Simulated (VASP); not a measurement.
Crystal: Os.

```
CELL_PARAMETERS angstrom
-1.51829 1.51829 1.51829
1.51829 -1.51829 1.51829
1.51829 1.51829 -1.51829
ATOMIC_POSITIONS crystal
Os 0.00000 0.00000 0.00000
```

This isn't the form of Os at room conditions, which is hcp.

| Property | Result |
| --- | --- |
| Program | VASP 6.6.1 |
| Task | relaxation of cell and atoms |
| Functional | RPBE |
| Potentials or basis | VASP PAW PBE potentials, release 64 (Os) |
| Cutoff | 600 eV |
| k mesh | 20 × 20 × 20 |
| Occupations | gaussian, width 0.1 eV |
| Spin | no spin polarisation |

At the start: pressure 26.1 GPa; volume 14.00 Å³/atom.

Question: Where does the relaxation end?

Answer: Over 17 steps the energy falls by 71.3 meV/atom and the volume is 14.93 Å³/atom (+6.7 %); space group Im-3m (No. 229, to 0.05 Å).

Step by step:
| step | energy change (eV) | largest force (eV/Å) | pressure (GPa) | volume (Å³) |
| --- | --- | --- | --- | --- |
| 1 | 0.0000 | 0.0000 | 26.14 | 14.00 |
| 2 | 0.7079 | 0.0000 | -45.68 | 19.16 |
| 3 | -0.0703 | 0.0000 | -2.62 | 15.05 |
| 4 | -0.0713 | 0.0000 | -0.25 | 14.94 |
| 5 | -0.0713 | 0.0000 | 0.19 | 14.93 |
| 6 | -0.0713 | 0.0000 | 0.19 | 14.93 |
| 7 | -0.0713 | 0.0000 | 0.17 | 14.93 |
| 8 | -0.0713 | 0.0000 | 0.17 | 14.93 |
| 9 | -0.0713 | 0.0000 | 0.17 | 14.93 |
| 10 | -0.0713 | 0.0000 | 0.17 | 14.93 |
| 11 | -0.0713 | 0.0000 | 0.17 | 14.93 |
| 12 | -0.0713 | 0.0000 | 0.16 | 14.93 |
| 13 | -0.0713 | 0.0000 | 0.16 | 14.93 |
| 14 | -0.0713 | 0.0000 | 0.16 | 14.93 |
| 15 | -0.0713 | 0.0000 | 0.13 | 14.93 |
| 16 | -0.0713 | 0.0000 | 0.10 | 14.93 |
| 17 | -0.0713 | 0.0000 | 0.04 | 14.93 |

Final structure:
```yaml
crystal:
  lattice:
    - [-1.55125, 1.55125, 1.55125]
    - [1.55125, -1.55125, 1.55125]
    - [1.55125, 1.55125, -1.55125]
  atoms:
    - { symbol: Os, position: [0.00000, 0.00000, 0.00000] }
```

Caveat: the PAW data sets were made with another functional, which shifts forces and pressure a little.
